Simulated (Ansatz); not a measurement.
# Si on several prototypes: ranking of structure types by relaxed energy in Python

Wanted for Si on several prototypes: a ranking of structure types by relaxed energy.

Program: the Python package of Ansatz 0.2.0. Level of theory: DFT PBE, plane waves, PAW. These are calculated values, not measurements.

## (1) The structure

Si Pm-3m: The structure is cubic, space group Pm-3m (No. 221). Conventional cell: a = 2.570 Å, b = 2.570 Å, c = 2.570 Å, α = 90.00°, β = 90.00°, γ = 90.00°. Si (site symmetry m-3m) is surrounded by 6 Si at 2.57 Å.

Si Fd-3m: The structure is cubic, space group Fd-3m (No. 227). Conventional cell: a = 5.430 Å, b = 5.430 Å, c = 5.430 Å, α = 90.00°, β = 90.00°, γ = 90.00°. Around Si (site symmetry -43m) lie 4 Si at 2.35 Å.

Si P6_3/mmc: The structure is hexagonal, space group P6_3/mmc (No. 194). The conventional cell has a = 2.790 Å, b = 2.790 Å, c = 4.556 Å, α = 90.00°, β = 90.00°, γ = 120.00°. Si (site symmetry -6m2) has 12 Si at 2.79 Å as nearest neighbours.

Si Fm-3m: It takes space group Fm-3m (No. 225, cubic). Conventional cell: a = 3.950 Å, b = 3.950 Å, c = 3.950 Å, α = 90.00°, β = 90.00°, γ = 90.00°. Si (site symmetry m-3m) is surrounded by 12 Si at 2.79 Å.

The script holds or builds the structure itself.

## (2) The code

Contents of prototypes_si.py:

```python
'''Structural preference of Si among simple prototypes.'''

import warnings

import ansatz as az
import numpy as np
from tabulate import tabulate

config = {
    'xc': 'pbe',
    'cutoff': 520,
    'k_spacing': 0.3,
    'smearing': 'fermi_dirac',
    'smearing_width': 0.05,
}


def sc(A, a):
    return (
        az.Lattice.cubic(a)
        .space_group(221)
        .atom(A, [0, 0, 0])
    )


def diamond(a_site, a):
    return az.Crystal.diamond(a_site, a=a)


def hcp(A, a):
    return (
        az.Lattice.from_parameters(a, a, 1.633 * a, alpha=90, beta=90, gamma=120)
        .space_group(194)
        .atom(A, [1 / 3, 2 / 3, 0.25])
    )


def fcc(first, a):
    return (
        az.Lattice.fcc(a)
        .space_group(225)
        .atom(first, [0, 0, 0])
        .primitive()
    )


def run_phase(name, crystal, relax=True):
    calc = crystal.calculation()
    calc = calc.functional(config['xc'])
    calc = calc.scf(algorithm='density_mixing')
    calc = calc.basis(config['cutoff'])
    calc = calc.kpoints(spacing=config['k_spacing']).occupations(config['smearing'], width=config['smearing_width'])
    calc = calc.stress()
    calc = calc.band_table()
    if relax:
        calc = calc.relax(force_tolerance=0.02, max_steps=60, cell=True)
    return calc.run()

def bulk_modulus(name, outcome, step=0.02):
    # B = -V dP/dV from the pressures of two uniformly scaled cells, atoms held at their fractions
    pressure = []
    for factor in (1 - step, 1.0, 1 + step):
        cell = az.Crystal(lattice=az.Lattice.of(outcome.lattice.cell_ang * factor ** (1 / 3)))
        for site in outcome.report['lattice']['sites']:
            cell = cell.atom(site['symbol'], site['position_frac'])
        pressure.append(np.trace(run_phase(name, cell, relax=False).report['stress_gpa']) / 3)
    slope, bend = (pressure[0] - pressure[2]) / (2 * step), abs(pressure[0] + pressure[2] - 2 * pressure[1])
    # a jump of mesh or basis between the cells shows as a kink: no modulus then
    return float(slope) if bend < 12 * step**2 * abs(slope) + 0.15 and abs(pressure[1]) < 1.5 else float('nan')

def relaxed_twice(name, crystal):
    # the second pass draws mesh and plane waves anew for the relaxed cell
    first = run_phase(name, crystal)
    again = az.Crystal(lattice=az.Lattice.of(first.lattice.cell_ang))
    for site in first.report['lattice']['sites']:
        again = again.atom(site['symbol'], site['position_frac'])
    return run_phase(name, again)


def gap_ev(outcome):
    # nan where the run reports no band edges: a metal, overlapping bands, or a gap that is small against the smearing
    edges = outcome.report.get('band_edges_ev')
    return edges[1] - edges[0] if edges else float('nan')


def volume_per_atom(outcome):
    return abs(np.linalg.det(outcome.lattice.cell_ang)) / len(outcome.lattice.sites)

# starting lattice constants are rough guesses; the relaxation finds the rest
warnings.simplefilter('ignore')

phases = {}
phases['sc'] = sc('Si', 2.57)
phases['diamond'] = diamond('Si', 5.43)
phases['hcp'] = hcp('Si', 2.79)
phases['fcc'] = fcc('Si', 3.95)

done = {}
for name, crystal in phases.items():
    try:
        done[name] = relaxed_twice(name, crystal)
    except az.NonConvergedError as error:
        print(name, 'did not converge:', str(error)[:120])

energy = {name: o.report['energy_sigma0_ev'] / len(o.lattice.sites) for name, o in done.items()}
lowest = min(energy.values())
rows = [(name, len(o.lattice.sites), 1000 * (energy[name] - lowest), gap_ev(o), volume_per_atom(o), bulk_modulus(name, o)) for name, o in done.items()]
rows.sort(key=lambda row: row[2])
print(tabulate(rows, headers=['phase', 'atoms', 'dE (meV/atom)', 'gap (eV)', 'V (A^3/atom)', 'B (GPa)'], floatfmt='.4f', tablefmt='simple'))
print('lowest in energy:', rows[0][0])
```

## (3) The input behind the calls

The package turns the script's settings into the engine's input (first run):

```yaml
crystal:
  lattice:
    bravais: cubic
    a: 2.57
  space_group: 221
  atoms:
    - { symbol: Si, position: [0.0, 0.0, 0.0] }
basis:
  ecutwfc: 520.0
kpoints:
  mp_grid:
    kspacing: 0.3
hamiltonian:
  xc: pbe
scf:
  algorithm: density_mixing
  occupations:
    method: fermi_dirac
    width: 0.05
relax:
  f_tol: 0.02
  max_steps: 60
  cell: {}
output:
  stress: true
  eigenvalues: true
```

## (4) The run

Command:

```sh
$ python prototypes_si.py
```

**Question.** Which of these structures comes out lowest, and how far apart are they?

As calculated:

| quantity | value |
| --- | --- |
| runs compared | 20 |
| lowest | run 13 (Fd-3m) |
| next above it by | 0.0 meV/atom |

By space group at the end of each run: Fd-3m (+0 meV an atom, 20.5 Å³), Pm-3m (+374 meV an atom, 16.4 Å³), P6_3/mmc (+493 meV an atom, 14.4 Å³) and Fm-3m (+525 meV an atom, 14.4 Å³). Run 2: The relaxation took 0 moves; the largest shift is 0.000 Å, of atom 1 (Si). The start was already close to the minimum. Run 4: The relaxation took 0 moves; the largest shift is 0.000 Å. The start was already close to the minimum. Caveats:
- For the metals among these cells the mesh is coarse, so their volumes and pressures are rough.
- Pressure is positive in compression.
- The cells are built on prototypes, so they need not be phases found in nature. Rows bear the name of their start, and a relaxation keeps or raises the symmetry. Differences under about 40 meV an atom lie within the error of mesh and functional.
